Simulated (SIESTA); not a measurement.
The system is PbS (Galena).

```xyz
2
Lattice="0.0000 2.9657 2.9657 2.9657 0.0000 2.9657 2.9657 2.9657 0.0000" Properties=species:S:1:pos:R:3 pbc="T T T"
Pb    0.0000    0.0000    0.0000
S     2.9657    2.9657    2.9657
```

Base run:

- Program: SIESTA 5.4.2
- Functional: vdW-DF-cx
- Potentials or basis: PseudoDojo 0.4 standard (PBE files)
- Basis: DZP (energy shift 0.003 Ry; two zetas on semicore shells)
- Grid cutoff: 500 Ry
- Energy shift: 0.003 Ry
- k mesh: 8 × 8 × 8
- Occupations: fermi-dirac, width 0.05 eV
- Spin: no spin polarisation

Its results: band gap on the k mesh 0.38 eV, direct; pressure 0.7 GPa.

Q: The run is repeated on the same cell with these changes: functional from vdW-DF-cx to BLYP. What comes out?

A: Band gap on the k mesh 0.53 eV, direct; pressure 6.8 GPa.

Caveats: the potentials were made for another functional, which shifts forces and pressure; spin-orbit coupling is left out, which as a rule narrows the gap of such compounds by several tenths of an eV; the basis of atomic orbitals isn't converged, which shifts pressures, moduli and gaps.
